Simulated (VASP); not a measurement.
Here is a VASP 6.6.1 calculation.

Contents of POSCAR:

```
GaAs                                    
1.0
    0.0000000000      2.8313993252      2.8313993252
    2.8313993252      0.0000000000      2.8313993252
    2.8313993252      2.8313993252      0.0000000000
  Ga              As            
     1     1
Direct
     0.0000000000000000    0.0000000000000000    0.0000000000000000
     0.2500000000000000    0.2500000000000000    0.2500000000000000
```

The input INCAR.step1:

```
SYSTEM = GaAs
  ALGO = Normal
  EDIFF = 1E-8
  ENCUT = 520
  GGA = PE
  ISIF = 2
  ISMEAR = 0
  KPAR = 4
  LASPH = .TRUE.
  LCHARG = .FALSE.
  LEPSILON = .TRUE.
  LREAL = .FALSE.
  LWAVE = .FALSE.
  NELM = 80
  PREC = Accurate
  SIGMA = 0.03
```

The input KPOINTS.step1:

```
Automatic mesh
0
G
  10 10 10
  0 0 0
```

INCAR.step2

```
SYSTEM = GaAs
  ALGO = Normal
  EDIFF = 1E-5
  ENCUT = 520
  GGA = PE
  ISIF = 2
  ISMEAR = 0
  KPAR = 4
  LASPH = .TRUE.
  LCHARG = .FALSE.
  LREAL = .FALSE.
  LWAVE = .TRUE.
  NBANDS = 16
  NELM = 80
  PREC = Accurate
  SIGMA = 0.03
```

File KPOINTS.step2:

```
k-points
0
G
  6 6 6
  0 0 0
```

File INCAR.step3:

```
SYSTEM = GaAs
  AEXX = 0.0438
  ALGO = Normal
  EDIFF = 1E-6
  ENCUT = 520
  GGA = PE
  HFRCUT = -1
  ISIF = 2
  ISMEAR = 0
  ISTART = 1
  KPAR = 4
  LASPH = .TRUE.
  LCHARG = .FALSE.
  LHFCALC = .TRUE.
  LREAL = .FALSE.
  LWAVE = .FALSE.
  NBANDS = 16
  NELM = 80
  PREC = Accurate
  PRECFOCK = Fast
  SIGMA = 0.03
```

File KPOINTS.step3:

```
k-points
0
G
  6 6 6
  0 0 0
```

The input KPOINTS_OPT:

```
explicit points
6
Reciprocal
 0.0000000000  0.0000000000  0.0000000000 1
 0.3750000000  0.3750000000  0.7500000000 1
 0.5000000000  0.5000000000  0.5000000000 1
 0.6250000000  0.2500000000  0.6250000000 1
 0.5000000000  0.2500000000  0.7500000000 1
 0.5000000000  0.0000000000  0.5000000000 1
```

Potentials or basis: VASP PAW PBE potentials, release 64 (Ga_d, As).

The run is started by

```bash
$ cat potpaw_PBE.64/Ga_d/POTCAR potpaw_PBE.64/As/POTCAR > POTCAR
$ cp INCAR.step1 INCAR
$ cp KPOINTS.step1 KPOINTS
$ mpirun -np 4 vasp_std > vasp.out
$ cp INCAR.step2 INCAR
$ cp KPOINTS.step2 KPOINTS
$ mpirun -np 4 vasp_std > vasp.out
$ cp INCAR.step3 INCAR
$ cp KPOINTS.step3 KPOINTS
$ mpirun -np 4 vasp_std > vasp.out
```

Q: Estimate the pressure.

A: 2.7 GPa.

Q: What does it give for the band gap along the path?

A: 0.73 eV, direct.

Q: What does it give for the band gap on the k mesh?

A: 0.73 eV, direct.

Caveat: the PAW data sets were made with another functional, which shifts forces and pressure a little.

**What was measured.**

“Evidence of valence band perturbations in GaAsN/GaAs(001): A combined variable-angle spectroscopic ellipsometry and modulated photoreflectance investigation”, 2008, arxiv:0805.2212 reports, for a bulk crystal of GaAs at 300 K: band gap 1.418 ± 0.005 eV (direct).

A measured gap of GaAs is 1.418 eV (direct; 300 K; “Evidence of valence band perturbations in GaAsN/GaAs(001): A combined variable-angle spectroscopic ellipsometry and modulated photoreflectance investigation”, 2008, arxiv:0805.2212); the calculated 0.73 eV misses it by -0.69 eV. 3 values of this kind are on record (1.412 to 1.51 eV); this one was drawn at random among those near their median, those with a stated uncertainty first. Spin-orbit coupling on As, Ga is left out. The value is that of PBE-EpsX, without temperature or zero-point motion.
